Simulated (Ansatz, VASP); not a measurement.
# TaN in VASP and in Ansatz

The input INCAR:

```
SYSTEM = TaN
  ALGO = Normal
  EDIFF = 1E-7
  ENCUT = 520
  GGA = PE
  ISIF = 2
  ISMEAR = -1
  LASPH = .TRUE.
  LCHARG = .FALSE.
  LREAL = .FALSE.
  LWAVE = .FALSE.
  NBANDS = 15
  NELM = 80
  PREC = Accurate
  SIGMA = 0.05
```

The input KPOINTS:

```
k-points
0
G
  15 15 15
  0 0 0
```

Contents of POSCAR:

```
TaN
1.0
    2.5534159068      0.0000000000      0.0000000000
    0.0000000000      2.5534159068      0.0000000000
    0.0000000000      0.0000000000      2.5534159068
Ta N
1 1
Direct
    0.0000000000      0.0000000000      0.0000000000
    0.5000000000      0.5000000000      0.5000000000
```

Input for Ansatz:

```yaml
crystal:
  lattice:
    - [2.5534159068, 0.0, 0.0]
    - [0.0, 2.5534159068, 0.0]
    - [0.0, 0.0, 2.5534159068]
  atoms:
    - { symbol: Ta, position: [0.0, 0.0, 0.0] }
    - { symbol: "N", position: [0.5, 0.5, 0.5] }
kpoints:
  mp_grid: { grid: [15, 15, 15] }
scf:
  occupations: { method: fermi_dirac, width: 0.05 }
hamiltonian:
  xc: pbe
  pseudopotentials: { kind: all_electron, lapw: { basis_error: 0.001 } }
output:
  forces: true
  stress: true
  eigenvalues: true
  populations: true
```

Change from the starting cell: volume scaled by 0.8, LAPW.

Alike in both runs: task single point; functional PBE; k mesh 15 × 15 × 15; occupations fermi-dirac, width 0.05 eV; no spin polarisation.

|  | VASP | Ansatz |
| --- | --- | --- |
| version | VASP 6.6.1 | Ansatz 0.2.0 |
| potentials or method | VASP PAW PBE potentials, release 64 (Ta_pv, N) | all-electron LAPW, scalar-relativistic |
| plane-wave cutoff (eV) | 520 | see its input |

|  | VASP | Ansatz | Ansatz less VASP |
| --- | --- | --- | --- |
| pressure (GPa) | 115.6 | 112.4 | -3.17 |

Ansatz ran all-electron here, so the differences hold the error of VASP's frozen core and of both bases.

Caveats: the cell as given lies far from equilibrium; so large a pressure means that the cell lies far from this level's equilibrium, or that cutoff or potentials fall short (VASP). Spin-orbit coupling is left out, which matters for the levels of Ta.
